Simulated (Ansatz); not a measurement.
Ba:

```
CELL_PARAMETERS angstrom
4.31161 0.00000 0.00000
-2.15581 3.73397 0.00000
0.00000 0.00000 3.91341
ATOMIC_POSITIONS crystal
Ba 0.00000 0.00000 0.00000
```

This isn't the form of Ba at room conditions, which is bcc.

```yaml
Program: Ansatz 0.2.0
Task: relaxation of cell and atoms
Functional: PBEsol
Dispersion: D4
Potentials_or_basis: Ansatz PAW
Cutoff: "420 eV (not typed: the program's choice for these potentials)"
k_mesh: 7 × 7 × 7
Occupations: fermi-dirac, width 0.05 eV
Spin: no spin polarisation
```

At the start: volume 63.00 Å³/atom.

Question: Where does the relaxation end?

Answer: It ends after 5 steps and the volume is 53.50 Å³/atom (-15.1 %); space group P6/mmm (No. 191, to 0.05 Å).

Step by step:
```
step  energy change (eV)  largest force (eV/Å)  volume (Å³)
   1              0.0000                0.0000        63.00
   2             -0.0144                0.0000        60.87
   3             -0.0398                0.0000        53.33
   4             -0.0399                0.0000        53.50
   5             -0.0398                0.0000        53.50
```

Final structure:
```
Ba
1.0
     4.05319    0.00000    0.00000
    -2.02659    3.51016    0.00000
     0.00000    0.00000    3.76010
Ba
1
Direct
  0.00000 0.00000 0.00000
```

Caveat: the volume moved by over 15 % at a fixed basis, so the end points are rough; the plane-wave basis is chosen anew once the cell has moved, so the energies of steps on either side of that aren't comparable; pairwise dispersion overbinds metals, which lowers pressure and volume; the PAW data sets come from PBE, with cores solved anew for the run's functional, which leaves a small shift of forces and pressure.
